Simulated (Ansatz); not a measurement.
The same path of a periodic cell of 17 atoms, Si (host Si, host structure diamond, interstitial Si) was run twice with different band settings. Lost on the way: Si2–Si17. Made: Si7–Si17.

Level of theory: DFT PBEsol, scalar-relativistic, plane waves, PAW (Ansatz). Settings: PAW set soft_1, cutoff 420 eV, k mesh 2x2x2, fermi-dirac smearing 0.05 eV, no spin polarisation.

Relaxed end points:

```xyz
17
Lattice="0.0000 5.4300 5.4300 5.4300 0.0000 5.4300 5.4300 5.4300 0.0000" Properties=species:S:1:pos:R:3
Si -0.039 0.002 0.002
Si 1.328 1.384 1.383
Si 2.712 2.751 0.002
Si 4.074 4.068 1.367
Si 2.712 0.003 2.749
Si 4.074 1.367 4.068
Si 5.428 2.716 2.716
Si 6.778 4.070 4.069
Si -0.006 2.718 2.716
Si 1.329 4.051 4.050
Si 2.712 5.431 2.685
Si 4.093 6.813 4.052
Si 2.712 2.685 5.431
Si 4.093 4.053 6.811
Si 5.461 5.432 5.431
Si 6.780 6.794 6.794
Si 2.708 5.434 5.433
```

```xyz
17
Lattice="0.0000 5.4300 5.4300 5.4300 0.0000 5.4300 5.4300 5.4300 0.0000" Properties=species:S:1:pos:R:3
Si 0.005 0.004 0.005
Si 1.356 1.359 1.356
Si 2.711 2.710 0.005
Si 4.076 4.069 1.325
Si 2.709 0.007 2.708
Si 4.072 1.324 4.072
Si 5.457 2.688 2.691
Si 6.822 4.073 4.072
Si 0.005 2.710 2.711
Si 1.324 4.070 4.076
Si 2.698 5.447 2.698
Si 4.076 6.820 4.076
Si 2.691 2.689 5.457
Si 4.073 4.073 6.822
Si 5.457 5.454 5.457
Si 6.794 6.782 6.794
Si 4.079 4.067 4.079
```

Common settings: climbing image yes; force threshold 0.05 eV/Å; end points relaxed.

| run | movable images | spring | optimiser | start path | iteration limit | largest step |
| --- | --- | --- | --- | --- | --- | --- |
| 1 | 7 | 2.0 to 10.0 eV/Å², energy-weighted | quadratic models (default) | IDPP | 34 | default |
| 2 | 3 | 5.0 eV/Å² | fire | default | 50 | 0.5 Å |

Problem. What does each run give, and how far can it be trusted?

Solution. Run 1: converged after 6 iterations, highest image 0.305 eV above the first end. By the program's own check the climbing image is a first-order saddle point (lowest curvatures found: -0.39 and 0.54 eV/Å²).
Run 2: converged after 30 iterations, highest image 0.311 eV above the first end. The order of the stationary point at the top wasn't checked.
Limits of this set-up: coarse k mesh, PAW files made for another functional, a small cell, in which the defect meets its images.
